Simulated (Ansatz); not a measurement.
Crystal: Pb.

```xyz
1
Lattice="0.0000 2.4750 2.4750 2.4750 0.0000 2.4750 2.4750 2.4750 0.0000" Properties=species:S:1:pos:R:3 pbc="T T T"
Pb    0.0000    0.0000    0.0000
```

```yaml
Program: Ansatz 0.2.0
Task: relaxation of cell and atoms
Functional: r2SCAN
Potentials_or_basis: Ansatz PAW
Cutoff: "500 eV (not typed: the program's choice for these potentials)"
k_mesh: 9 × 9 × 9
Occupations: fermi-dirac, width 0.05 eV
Spin: no spin polarisation
```

At the start: volume 30.32 Å³/atom.

How do energy, volume and symmetry change on relaxing?

It ends after 4 steps and the volume is 31.04 Å³/atom (+2.4 %); space group Fm-3m (No. 225, to 0.05 Å).

The path:
```tsv
step	energy change (eV)	largest force (eV/Å)	volume (Å³)
1	0.0000	0.0000	30.32
2	-0.0024	0.0000	31.11
3	-0.0024	0.0000	31.04
4	-0.0024	0.0000	31.04
```

Final structure:
```
CELL_PARAMETERS angstrom
0.00000 2.49438 2.49438
2.49438 0.00000 2.49438
2.49438 2.49438 0.00000
ATOMIC_POSITIONS crystal
Pb 0.00000 0.00000 0.00000
```

The cell as given is a measured one (30.32 Å³/atom); r2SCAN puts the equilibrium volume +2.4 % from it, thermal expansion not counted.

Caveat: the plane-wave basis is chosen anew once the cell has moved, so the energies of steps on either side of that aren't comparable; the PAW data sets come from PBE, with cores solved anew for the run's functional, which leaves a small shift of forces and pressure.
